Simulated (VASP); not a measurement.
# ZnSiP2 (I-42d) in VASP: single point with PBEsol

Aim: the single point of ZnSiP2 with PBEsol.

Program: VASP 6.6.1. These are calculated values, not measurements. Logs are shortened: lines on timing, memory, paths and dates and some standing lists are left out, and cuts for length are marked.

### 1 The structure

Symmetry: I-42d, No. 122, tetragonal system. The conventional cell has a = 5.353 Å, b = 5.353 Å, c = 10.445 Å, α = 90.00°, β = 90.00°, γ = 90.00°. Zn (site symmetry -4) has 4 P at 2.35 Å as nearest neighbours. Around Si (site symmetry -4) lie 4 P at 2.25 Å. P (site symmetry 2) has 2 Si at 2.25 Å and 2 Zn at 2.35 Å as nearest neighbours.

The cell is a database's computed one.

### 2 Single point, PBEsol

INCAR

```
PREC     = Accurate       # precision mode
ENCUT    = 520            # plane-wave cutoff, eV
EDIFF    = 1E-6           # SCF threshold, eV
ISMEAR   = 0              # smearing method
SIGMA    = 0.02           # smearing width, eV
LREAL    = False          # projectors in reciprocal space
LASPH    = True           # aspherical terms in the spheres
NELM     = 100            # most SCF steps
ALGO     = Fast           # electronic algorithm
ISIF     = 2              # what is computed and relaxed
LWAVE    = False          # write WAVECAR
LCHARG   = False          # write CHGCAR
GGA      = PS             # functional
NBANDS   = 36             # bands
```

KPOINTS

```
Automatic mesh
0
Gamma
  8 8 8
```

POSCAR

```
ZnSiP2
1.0
   -2.6766046453      2.6766046453      5.2223600714
    2.6766046453     -2.6766046453      5.2223600714
    2.6766046453      2.6766046453     -5.2223600714
Zn Si P
2 2 4
Direct
    0.0000000000      0.0000000000      0.0000000000
    0.7500000000      0.2500000000      0.5000000000
    0.5000000000      0.5000000000      0.0000000000
    0.2500000000      0.7500000000      0.5000000000
    0.3750000000      0.3895431664      0.5145431664
    0.8750000000      0.8604568336      0.4854568336
    0.6104568336      0.1250000000      0.9854568336
    0.1395431664      0.6250000000      0.0145431664
```

Potentials or basis: VASP PAW PBE potentials, release 64 (Zn, Si, P).

Command:

```
> cat potpaw_PBE.64/Zn/POTCAR potpaw_PBE.64/Si/POTCAR potpaw_PBE.64/P/POTCAR > POTCAR
> mpirun -np 1 vasp_std > vasp.out
```

OUTCAR:

```text
PREC = Accurate
   ENCUT = 520
   EDIFF = 1E-6
   ISMEAR = 0
   LREAL = False
   LASPH = True
   NELM = 100
   ISIF = 2
   GGA = PS

 ion  position               nearest neighbor table
   1  0.000  0.000  0.000-   5 2.35   7 2.35   8 2.35   6 2.35
   2  0.750  0.250  0.500-   8 2.35   5 2.35   6 2.35   7 2.35
   3  0.500  0.500  0.000-   6 2.25   8 2.25   7 2.25   5 2.25
   4  0.250  0.750  0.500-   5 2.25   7 2.25   6 2.25   8 2.25
   5  0.375  0.390  0.515-   4 2.25   3 2.25   2 2.35   1 2.35
   6  0.875  0.860  0.485-   3 2.25   4 2.25   1 2.35   2 2.35
   7  0.610  0.125  0.985-   4 2.25   3 2.25   2 2.35   1 2.35
   8  0.140  0.625  0.015-   3 2.25   4 2.25   1 2.35   2 2.35

  LATTYP: Found a body centered tetragonal cell.
 ALAT       =     5.3532092906
 C/A-ratio  =     1.9511137293

  Lattice vectors:

 A1 = (  -2.6766046453,   2.6766046453,   5.2223600714)
 A2 = (   2.6766046453,  -2.6766046453,   5.2223600714)
 A3 = (   2.6766046453,   2.6766046453,  -5.2223600714)

Analysis of symmetry for initial positions (statically):
=====================================================================
 Subroutine PRICEL returns:
 Original cell was already a primitive cell.

 Routine SETGRP: Setting up the symmetry group for a
 body centered tetragonal supercell.

 Subroutine GETGRP returns: Found  8 space group operations
 (whereof  4 operations were pure point group operations)
 out of a pool of 16 trial point group operations.

The static configuration has the point symmetry S_4 .
 The point group associated with its full space group is D_2d.

Analysis of symmetry for dynamics (positions and initial velocities):
=====================================================================
 Subroutine PRICEL returns:
 Original cell was already a primitive cell.

 Routine SETGRP: Setting up the symmetry group for a
 body centered tetragonal supercell.

 Subroutine GETGRP returns: Found  8 space group operations
 (whereof  4 operations were pure point group operations)
 out of a pool of 16 trial point group operations.

The dynamic configuration has the point symmetry S_4 .
 The point group associated with its full space group is D_2d.

 Subroutine INISYM returns: Found  8 space group operations
 (whereof  4 operations are pure point group operations),
 and found     1 'primitive' translations

----------------------------------------------------------------------------------------

                                     Primitive cell

  volume of cell :     149.6564

  direct lattice vectors                    reciprocal lattice vectors
    -2.676604645  2.676604645  5.222360071     0.000000000  0.186803830  0.095742154
     2.676604645 -2.676604645  5.222360071     0.186803830  0.000000000  0.095742154
     2.676604645  2.676604645 -5.222360071     0.186803830  0.186803830  0.000000000

  length of vectors
     6.449920121  6.449920121  6.449920121     0.209910055  0.209910055  0.264180510

  position of ions in fractional coordinates (direct lattice)
     0.000000000  0.000000000  0.000000000
     0.750000000  0.250000000  0.500000000
     0.500000000  0.500000000  0.000000000
     0.250000000  0.750000000  0.500000000
     0.375000000  0.389543166  0.514543166
     0.875000000  0.860456834  0.485456834
     0.610456834  0.125000000  0.985456834
     0.139543166  0.625000000  0.014543166

  ion indices of the primitive-cell ions
   primitive index   ion index
                 1           1
                 2           2
                 3           3
                 4           4
                 5           5
                 6           6
                 7           7
                 8           8

----------------------------------------------------------------------------------------

 KPOINTS: Automatic mesh

Automatic generation of k-mesh.
 Grid dimensions read from file:
 generate k-points for:    8    8    8

 Generating k-lattice:

  Cartesian coordinates                     Fractional coordinates (reciprocal lattice)
     0.000000000  0.023350479  0.011967769     0.125000000  0.000000000  0.000000000
     0.023350479  0.000000000  0.011967769     0.000000000  0.125000000  0.000000000
     0.023350479  0.023350479  0.000000000     0.000000000  0.000000000  0.125000000

  Length of vectors
     0.026238757  0.026238757  0.033022564

  Shift w.r.t. Gamma in fractional coordinates (k-lattice)
     0.000000000  0.000000000  0.000000000

 Subroutine IBZKPT returns following result:
 ===========================================

 Found     59 irreducible k-points:

 Following reciprocal coordinates:
            Coordinates               Weight
  0.000000  0.000000  0.000000      1.000000
  0.125000 -0.000000  0.000000      8.000000
  0.250000 -0.000000  0.000000      8.000000
  0.375000  0.000000  0.000000      8.000000
  0.500000 -0.000000  0.000000      4.000000
  0.125000  0.125000  0.000000      8.000000
[... 16 lines left out ...]
  0.250000  0.125000  0.125000     16.000000
  0.375000  0.125000  0.125000      8.000000
 [... further k-points ...]
   k-points           NKPTS =     59   k-points in BZ     NKDIM =     59   number of bands    NBANDS=     36
   number of dos      NEDOS =    301   number of ions     NIONS =      8
   total plane-waves  NPLWV = 110592
   dimension x,y,z NGX =    48 NGY =   48 NGZ =   48
   dimension x,y,z NGXF=    96 NGYF=   96 NGZF=   96
   ions per type =               2   2   4
   NGX,Y,Z   is equivalent  to a cutoff of  12.37, 12.37, 12.37 a.u.
   NGXF,Y,Z  is equivalent  to a cutoff of  24.74, 24.74, 24.74 a.u.
 SYSTEM =  unknown system
   PREC   = accura    normal or accurate (medium, high low for compatibility)
   ISTART =      0    job   : 0-new  1-cont  2-samecut
   ICHARG =      2    charge: 1-file 2-atom 10-const
   ISPIN  =      1    spin polarized calculation?
   LNONCOLLINEAR =      F non collinear calculations
   LSORBIT =      F    spin-orbit coupling
   LASPH  =      T    aspherical Exc in radial PAW
   ENCUT  =  520.0 eV  38.22 Ry    6.18 a.u.  11.99 11.99 11.99*2*pi/ulx,y,z
   NELM   =    100;   NELMIN=  2; NELMDL= -5     # of ELM steps
   EDIFF  = 0.1E-05   stopping-criterion for ELM
   LREAL  =      F    real-space projection
   EDIFFG = 0.1E-04   stopping-criterion for IOM
   NSW    =      0    number of steps for IOM
   IBRION =     -1    ionic relax: 0-MD 1-quasi-New 2-CG
   NFREE  =      0    steps in history (QN), initial steepest desc. (CG)
   ISIF   =      2    stress and relaxation
   ISYM   =      2    0-nonsym 1-usesym 2-fastsym
   POTIM  = 0.5000    time-step for ionic-motion
   TEBEG  =    0.0;   TEEND  =   0.0 temperature during run
   PSTRESS=    0.0 pullay stress
   NELECT =      52.0000    total number of electrons
   NUPDOWN=      -1.0000    fix difference up-down
   EMIN   =  10.00;   EMAX   =-10.00  energy-range for DOS
   EFERMI =   0.00;   METHOD = LEGACY
   ISMEAR =     0;   SIGMA  =   0.02  broadening in eV -4-tet -1-fermi 0-gaus
   EFERMI_NEDOS =   21; number of points for ismear=-14 and -15
   IALGO  =     68    algorithm
   IMIX   =      4    mixing-type and parameters
     AMIX     =   0.40;   BMIX     =  1.00
     AMIX_MAG =   1.60;   BMIX_MAG =  1.00
  volume/ion in A,a.u.               =      18.71       126.24
  Fermi-wavevector in a.u.,A,eV,Ry     =   1.150917  2.174919 18.022428  1.324611
  Thomas-Fermi vector in A             =   2.287578
   LORBIT       =      0    0 simple, 1 ext, 2 COOP (PROOUT), +10 PAW based schemes
   GGA     = PS    functional components
   LHFCALC =     F    Hartree Fock is set to
   AEXX    =    0.0000 exact exchange contribution
   IVDW    =     0    specifies the selected vdW correction
   LEPSILON=     F    determine dielectric tensor
   LRPA    =     F    only Hartree local field effects (RPA)
 non-spin polarized calculation
 RMM-DIIS sequential band-by-band and
 Gauss-broadening in eV      SIGMA  =   0.02
  energy-cutoff  :      520.00
  volume of cell :      149.66
 maximum number of plane-waves:      4052
   NGX = 23   NGY = 23   NGZ = 23

 number of electron      52.0000023 magnetization

 Free energy of the ion-electron system (eV)
  ---------------------------------------------------
  ext. energy  EPLUGINS =         0.00000000
  ---------------------------------------------------
  free energy    TOTEN  =       -40.23703405 eV

  energy without entropy =      -40.23703405  energy(sigma->0) =      -40.23703405

 E-fermi :   4.7964     XC(G=0): -10.0209

 val. band max:        4.6856581989   @ k =   0.0000   0.0000   0.0000
 cond. band min:       5.8471875145   @ k =   0.0000   0.0000   0.0000
 fundamental gap:      1.1615293156
 Fermi energy:         4.7963844557

 k-point     1 :       0.0000    0.0000    0.0000
  band No.  band energies     occupation
      1      -8.4463      2.00000
      2      -5.4697      2.00000
      3      -5.4639      2.00000
      4      -5.4639      2.00000
      5      -3.9294      2.00000
      6      -2.2292      2.00000
[... 28 lines left out ...]
     35       9.9164      0.00000
     36      10.2807      0.00000

 k-point     2 :       0.1250   -0.0000    0.0000
  band No.  band energies     occupation
      1      -8.3733      2.00000
      2      -5.6489      2.00000
      3      -5.5288      2.00000
      4      -5.4939      2.00000
      5      -3.7623      2.00000
      6      -2.2573      2.00000
[... 28 lines left out ...]
     35       9.8014      0.00000
     36      10.3360      0.00000
[... 817 lines left out ...]
     35      10.1807      0.00000
     36      10.4714      0.00000

 k-point    24 :       0.3750    0.1250    0.1250
  band No.  band energies     occupation
      1      -7.4529      2.00000
      2      -6.7857      2.00000
      3      -5.9942      2.00000
      4      -5.7592      2.00000
      5      -2.9444      2.00000
      6      -2.5798      2.00000
[... 28 lines left out ...]
     35       9.8398      0.00000
     36      10.3385      0.00000

 [... further k-points ...]

------------------------ aborting loop because EDIFF is reached ----------------------------------------

  FORCE on cell =-STRESS in cart. coord.  units (eV):
  Direction    XX          YY          ZZ          XY          YZ          ZX
  --------------------------------------------------------------------------------------
  -------------------------------------------------------------------------------------
  Total        0.1887977      0.1887977      0.1910323      0.0000000      0.0000000      0.0000000
  in kB        2.0212127      2.0212127      2.0451356      0.0000000      0.0000000      0.0000000
  external PRESSURE =       2.0291870 kB  Pullay stress =       0.0000000 kB

 VOLUME and BASIS-vectors are now :
 -----------------------------------------------------------------------------
  energy-cutoff  :      520.00
  volume of cell :      149.66
      direct lattice vectors                 reciprocal lattice vectors
    -2.676604645  2.676604645  5.222360071     0.000000000  0.186803830  0.095742154
     2.676604645 -2.676604645  5.222360071     0.186803830  0.000000000  0.095742154
     2.676604645  2.676604645 -5.222360071     0.186803830  0.186803830  0.000000000

 POSITION                                       TOTAL-FORCE (eV/Angst)
 -----------------------------------------------------------------------------------
      0.00000      0.00000      0.00000        -0.000000      0.000000     -0.000000
     -0.00000      2.67660      2.61118        -0.000000      0.000000     -0.000000
      0.00000      0.00000      5.22236        -0.000000      0.000000      0.000000
      2.67660     -0.00000      2.61118        -0.000000     -0.000000     -0.000000
      1.41615      1.33830      1.30559         0.016572     -0.000000     -0.000000
      1.26045      1.33830      6.52795        -0.016572      0.000000      0.000000
      1.33830      3.93705     -1.30559         0.000000     -0.016572      0.000000
      1.33830     -1.26045      3.91677        -0.000000      0.016572     -0.000000
 -----------------------------------------------------------------------------------
    total drift:                                0.000011      0.000011      0.000003

  FREE ENERGIE OF THE ION-ELECTRON SYSTEM (eV)
  ---------------------------------------------------
  free  energy   TOTEN  =       -40.2370340495 eV

  energy  without entropy=      -40.2370340495  energy(sigma->0) =      -40.23703405
```

Run time: 5.6 min. Hardware: 1 thread of Intel Xeon Platinum 8559C (Emerald Rapids), shared host; peak memory 0.49 GiB.

Results:

* Free energy: -40.2370 eV
* Pressure: 0.2 GPa
* Largest force: 0.017 eV/Å
* Band gap on the k mesh: 1.16 eV, direct

Forces on the atoms (eV/Å):
```
Zn   0.000  0.000  0.000
Zn   0.000  0.000  0.000
Si   0.000  0.000  0.000
Si   0.000  0.000  0.000
P    0.017  0.000  0.000
P   -0.017  0.000  0.000
P    0.000 -0.017  0.000
P    0.000  0.017  0.000
```

Caveat: the PAW data sets were made with another functional, which shifts forces and pressure a little. A k mesh can miss the band edges.
